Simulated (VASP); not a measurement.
# SiC (Moissanite 3C) (F-43m) in VASP: a series of runs, part 2 of 2

VASP 6.6.1. Earlier steps stand in the parts before.

## Step 3: Single point, PBE

INCAR

```
SYSTEM = SiC
ALGO = Normal ; EDIFF = 1E-6
ENCUT = 520 ; GGA = PE
ISIF = 2 ; ISMEAR = 0
LASPH = .TRUE. ; LCHARG = .FALSE.
LREAL = .FALSE. ; LWAVE = .FALSE.
NELM = 60 ; PREC = Accurate
SIGMA = 0.027000000000000003
```

KPOINTS

```
k-points
0
G
  10 10 10
  0 0 0
```

POSCAR

```
SiC
1.0
    0.0000000000      2.1790000000      2.1790000000
    2.1790000000      0.0000000000      2.1790000000
    2.1790000000      2.1790000000      0.0000000000
Si C
1 1
Direct
    0.0000000000      0.0000000000      0.0000000000
    0.7500000000      0.7500000000      0.7500000000
```

Potentials or basis: VASP PAW PBE potentials, release 64 (Si, C).

Command:

```sh
cat potpaw_PBE.64/Si/POTCAR potpaw_PBE.64/C/POTCAR > POTCAR
mpirun -np 1 vasp_std > vasp.out
```

OUTCAR:

```text
SYSTEM = SiC
   EDIFF = 1E-6
   ENCUT = 520
   GGA = PE
   ISIF = 2
   ISMEAR = 0
   LASPH = .TRUE.
   LREAL = .FALSE.
   NELM = 60
   PREC = Accurate

 ion  position               nearest neighbor table
   1  0.000  0.000  0.000-   2 1.89   2 1.89   2 1.89   2 1.89
   2  0.750  0.750  0.750-   1 1.89   1 1.89   1 1.89   1 1.89

  LATTYP: Found a face centered cubic cell.
 ALAT       =     4.3580000000

  Lattice vectors:

 A1 = (   0.0000000000,   2.1790000000,   2.1790000000)
 A2 = (   2.1790000000,   0.0000000000,   2.1790000000)
 A3 = (   2.1790000000,   2.1790000000,   0.0000000000)

Analysis of symmetry for initial positions (statically):
=====================================================================
 Subroutine PRICEL returns:
 Original cell was already a primitive cell.

 Routine SETGRP: Setting up the symmetry group for a
 face centered cubic supercell.

 Subroutine GETGRP returns: Found 24 space group operations
 (whereof 24 operations were pure point group operations)
 out of a pool of 48 trial point group operations.

The static configuration has the point symmetry T_d .

Analysis of symmetry for dynamics (positions and initial velocities):
=====================================================================
 Subroutine PRICEL returns:
 Original cell was already a primitive cell.

 Routine SETGRP: Setting up the symmetry group for a
 face centered cubic supercell.

 Subroutine GETGRP returns: Found 24 space group operations
 (whereof 24 operations were pure point group operations)
 out of a pool of 48 trial point group operations.

The dynamic configuration has the point symmetry T_d .

 Subroutine INISYM returns: Found 24 space group operations
 (whereof 24 operations are pure point group operations),
 and found     1 'primitive' translations

----------------------------------------------------------------------------------------

                                     Primitive cell

  volume of cell :      20.6920

  direct lattice vectors                    reciprocal lattice vectors
     0.000000000  2.179000000  2.179000000    -0.229463056  0.229463056  0.229463056
     2.179000000  0.000000000  2.179000000     0.229463056 -0.229463056  0.229463056
     2.179000000  2.179000000  0.000000000     0.229463056  0.229463056 -0.229463056

  length of vectors
     3.081571352  3.081571352  3.081571352     0.397441672  0.397441672  0.397441672

  position of ions in fractional coordinates (direct lattice)
     0.000000000  0.000000000  0.000000000
     0.750000000  0.750000000  0.750000000

  ion indices of the primitive-cell ions
   primitive index   ion index
                 1           1
                 2           2

----------------------------------------------------------------------------------------

 KPOINTS: k-points

Automatic generation of k-mesh.
 Grid dimensions read from file:
 generate k-points for:   10   10   10

 Generating k-lattice:

  Cartesian coordinates                     Fractional coordinates (reciprocal lattice)
    -0.022946306  0.022946306  0.022946306     0.100000000  0.000000000  0.000000000
     0.022946306 -0.022946306  0.022946306     0.000000000  0.100000000  0.000000000
     0.022946306  0.022946306 -0.022946306     0.000000000  0.000000000  0.100000000

  Length of vectors
     0.039744167  0.039744167  0.039744167

  Shift w.r.t. Gamma in fractional coordinates (k-lattice)
     0.000000000  0.000000000  0.000000000

 Subroutine IBZKPT returns following result:
 ===========================================

 Found     47 irreducible k-points:

 Following reciprocal coordinates:
            Coordinates               Weight
  0.000000  0.000000  0.000000      1.000000
  0.100000  0.000000  0.000000      8.000000
  0.200000  0.000000  0.000000      8.000000
  0.300000  0.000000  0.000000      8.000000
  0.400000  0.000000  0.000000      8.000000
  0.500000  0.000000  0.000000      4.000000
[... 16 lines left out ...]
  0.300000  0.300000  0.000000      6.000000
  0.400000  0.300000  0.000000     24.000000
 [... further k-points ...]
   k-points           NKPTS =     47   k-points in BZ     NKDIM =     47   number of bands    NBANDS=      8
   number of dos      NEDOS =    301   number of ions     NIONS =      2
   total plane-waves  NPLWV =  13824
   dimension x,y,z NGX =    24 NGY =   24 NGZ =   24
   dimension x,y,z NGXF=    48 NGYF=   48 NGZF=   48
   ions per type =               1   1
   NGX,Y,Z   is equivalent  to a cutoff of  12.95, 12.95, 12.95 a.u.
   NGXF,Y,Z  is equivalent  to a cutoff of  25.90, 25.90, 25.90 a.u.
 SYSTEM =  SiC
   PREC   = accura    normal or accurate (medium, high low for compatibility)
   ISTART =      0    job   : 0-new  1-cont  2-samecut
   ICHARG =      2    charge: 1-file 2-atom 10-const
   ISPIN  =      1    spin polarized calculation?
   LNONCOLLINEAR =      F non collinear calculations
   LSORBIT =      F    spin-orbit coupling
   LASPH  =      T    aspherical Exc in radial PAW
   ENCUT  =  520.0 eV  38.22 Ry    6.18 a.u.   5.73  5.73  5.73*2*pi/ulx,y,z
   NELM   =     60;   NELMIN=  2; NELMDL= -5     # of ELM steps
   EDIFF  = 0.1E-05   stopping-criterion for ELM
   LREAL  =      F    real-space projection
   EDIFFG = 0.1E-04   stopping-criterion for IOM
   NSW    =      0    number of steps for IOM
   IBRION =     -1    ionic relax: 0-MD 1-quasi-New 2-CG
   NFREE  =      0    steps in history (QN), initial steepest desc. (CG)
   ISIF   =      2    stress and relaxation
   ISYM   =      2    0-nonsym 1-usesym 2-fastsym
   POTIM  = 0.5000    time-step for ionic-motion
   TEBEG  =    0.0;   TEEND  =   0.0 temperature during run
   PSTRESS=    0.0 pullay stress
   NELECT =       8.0000    total number of electrons
   NUPDOWN=      -1.0000    fix difference up-down
   EMIN   =  10.00;   EMAX   =-10.00  energy-range for DOS
   EFERMI =   0.00;   METHOD = LEGACY
   ISMEAR =     0;   SIGMA  =   0.03  broadening in eV -4-tet -1-fermi 0-gaus
   EFERMI_NEDOS =   21; number of points for ismear=-14 and -15
   IALGO  =     38    algorithm
   IMIX   =      4    mixing-type and parameters
     AMIX     =   0.40;   BMIX     =  1.00
     AMIX_MAG =   1.60;   BMIX_MAG =  1.00
  volume/ion in A,a.u.               =      10.35        69.82
  Fermi-wavevector in a.u.,A,eV,Ry     =   1.192626  2.253736 19.352338  1.422357
  Thomas-Fermi vector in A             =   2.328660
   LORBIT       =      0    0 simple, 1 ext, 2 COOP (PROOUT), +10 PAW based schemes
   GGA     = PE    functional components
   LHFCALC =     F    Hartree Fock is set to
   AEXX    =    0.0000 exact exchange contribution
   IVDW    =     0    specifies the selected vdW correction
   LEPSILON=     F    determine dielectric tensor
   LRPA    =     F    only Hartree local field effects (RPA)
 non-spin polarized calculation
 Gauss-broadening in eV      SIGMA  =   0.03
  energy-cutoff  :      520.00
  volume of cell :       20.69
 maximum number of plane-waves:       568
   NGX = 11   NGY = 11   NGZ = 11

 number of electron       8.0000001 magnetization

 Free energy of the ion-electron system (eV)
  ---------------------------------------------------
  ext. energy  EPLUGINS =         0.00000000
  ---------------------------------------------------
  free energy    TOTEN  =       -15.05771938 eV

  energy without entropy =      -15.05771938  energy(sigma->0) =      -15.05771938

 E-fermi :   8.2931     XC(G=0): -11.3562

 val. band max:        8.1067932898   @ k =   0.0000   0.0000   0.0000
 cond. band min:       9.4638713268   @ k =   0.5000   0.5000   0.0000
 fundamental gap:      1.3570780369
 Fermi energy:         8.2930730585

 k-point     1 :       0.0000    0.0000    0.0000
  band No.  band energies     occupation
      1      -7.2964      2.00000
      2       8.1068      2.00000
      3       8.1068      2.00000
      4       8.1068      2.00000
      5      14.3408      0.00000
      6      15.4143      0.00000
      7      15.4143      0.00000
      8      15.4143      0.00000
[... 243 lines left out ...]
 k-point    24 :       0.4000    0.3000    0.0000
  band No.  band energies     occupation
      1      -4.1554      2.00000
      2       2.5269      2.00000
      3       4.9558      2.00000
      4       5.4824      2.00000
      5      10.9768      0.00000
      6      13.7315      0.00000
      7      19.7291      0.00000
      8      20.0393      0.00000

 [... further k-points ...]

------------------------ aborting loop because EDIFF is reached ----------------------------------------

  FORCE on cell =-STRESS in cart. coord.  units (eV):
  Direction    XX          YY          ZZ          XY          YZ          ZX
  --------------------------------------------------------------------------------------
  -------------------------------------------------------------------------------------
  Total        0.4158413      0.4158413      0.4158413     -0.0000000      0.0000000     -0.0000000
  in kB       32.1985668     32.1985668     32.1985668     -0.0000000      0.0000000     -0.0000000
  external PRESSURE =      32.1985668 kB  Pullay stress =       0.0000000 kB

 VOLUME and BASIS-vectors are now :
 -----------------------------------------------------------------------------
  energy-cutoff  :      520.00
  volume of cell :       20.69
      direct lattice vectors                 reciprocal lattice vectors
     0.000000000  2.179000000  2.179000000    -0.229463056  0.229463056  0.229463056
     2.179000000  0.000000000  2.179000000     0.229463056 -0.229463056  0.229463056
     2.179000000  2.179000000  0.000000000     0.229463056  0.229463056 -0.229463056

 POSITION                                       TOTAL-FORCE (eV/Angst)
 -----------------------------------------------------------------------------------
      0.00000      0.00000      0.00000         0.000000     -0.000000      0.000000
      3.26850      3.26850      3.26850        -0.000000      0.000000     -0.000000
 -----------------------------------------------------------------------------------
    total drift:                               -0.000000     -0.000000     -0.000000

  FREE ENERGIE OF THE ION-ELECTRON SYSTEM (eV)
  ---------------------------------------------------
  free  energy   TOTEN  =       -15.0577193804 eV

  energy  without entropy=      -15.0577193804  energy(sigma->0) =      -15.05771938
```

OSZICAR:

```text
N       E                     dE             d eps       ncg     rms          rms(c)
DAV:   1     0.496021236502E+01    0.49602E+01   -0.39716E+03   776   0.823E+02
DAV:   2    -0.165109457085E+02   -0.21471E+02   -0.20167E+02  1072   0.108E+02
DAV:   3    -0.169114048501E+02   -0.40046E+00   -0.40046E+00   856   0.184E+01
DAV:   4    -0.169127065604E+02   -0.13017E-02   -0.13017E-02  1184   0.114E+00
DAV:   5    -0.169127069037E+02   -0.34333E-06   -0.34333E-06   888   0.171E-02    0.881E+00
DAV:   6    -0.151189084052E+02    0.17938E+01   -0.76091E+00   824   0.157E+01    0.388E+00
DAV:   7    -0.150650415709E+02    0.53867E-01   -0.34261E-01  1136   0.416E+00    0.178E+00
DAV:   8    -0.150573188067E+02    0.77228E-02   -0.18779E-02   792   0.126E+00    0.163E-01
DAV:   9    -0.150576085914E+02   -0.28978E-03   -0.79367E-04  1184   0.243E-01    0.104E-01
DAV:  10    -0.150577182416E+02   -0.10965E-03   -0.20461E-04  1040   0.114E-01    0.221E-02
DAV:  11    -0.150577192177E+02   -0.97619E-06   -0.40788E-05   928   0.396E-02    0.550E-03
DAV:  12    -0.150577193804E+02   -0.16260E-06   -0.15668E-06   704   0.973E-03
   1 F= -.15057719E+02 E0= -.15057719E+02  d E =-.971773E-25
```

Run time: 7.9 s. Hardware: 1 thread of Intel Xeon Platinum 8488C (Sapphire Rapids), shared host; peak memory 0.13 GiB.

What came out:

| Quantity | Value |
| --- | --- |
| Free energy | -15.0577 eV |
| Pressure | 3.2 GPa |
| Band gap on the k mesh | 1.36 eV, indirect (least direct gap 4.54 eV) |

## Step 4: The reference run

An earlier run on the cell as given: functional PBE; potentials or basis VASP PAW PBE potentials, release 64 (Si, C); cutoff 520 eV; k mesh 10 × 10 × 10; occupations fermi-dirac, width 0.05 eV; no spin polarisation.

- Pressure: 3.2 GPa
- Band gap on the k mesh: 1.36 eV, indirect (least direct gap 4.54 eV)

## Step 5: Overview

| task | level | cell | k mesh | cutoff (eV) | smearing | grid for exact exchange (PRECFOCK) | exchange at q = 0 | mesh quality | gap on the mesh (eV) | pressure (GPa) |
| --- | --- | --- | --- | --- | --- | --- | --- | --- | --- | --- |
| relaxation of cell and atoms | r2SCANh | relaxed | 5 × 5 × 5 | 600 | gaussian 0.05 eV | Fast | truncated | coarse | 2.81 | 0.0 |
| single point | PBE | as given | 10 × 10 × 10 | 520 | gaussian 0.027 eV | - | - | not flagged | 1.36 | 3.2 |
| single point | PBE | as given | 10 × 10 × 10 | 520 | fermi-dirac 0.05 eV | - | - | not flagged | 1.36 | 3.2 |

Alike in all rows: potentials or basis VASP PAW PBE potentials, release 64 (Si, C); no spin polarisation.

Caveats: some runs use coarse meshes; the PAW data sets were made with another functional, which shifts forces and pressure a little (some runs); an odd mesh through Γ misses points on the zone boundary, where band edges often lie (some runs).

Total energies depend on the potentials used, so only differences within one code and one set of settings carry meaning.

## Step 6: Against experiment

Step 3. Measured gap of SiC: 2.4 eV (indirect; quoted in “Insight into the structural, elastic and electronic properties of a new orthorhombic 6O-SiC polytype”, 2020, pmc:7200658). This calculation gives 1.36 eV (-1.04 eV). The value is that of PBE on a finite k mesh, which can miss the band edges, without temperature or zero-point motion. Semilocal functionals fall short of measured gaps as a rule.
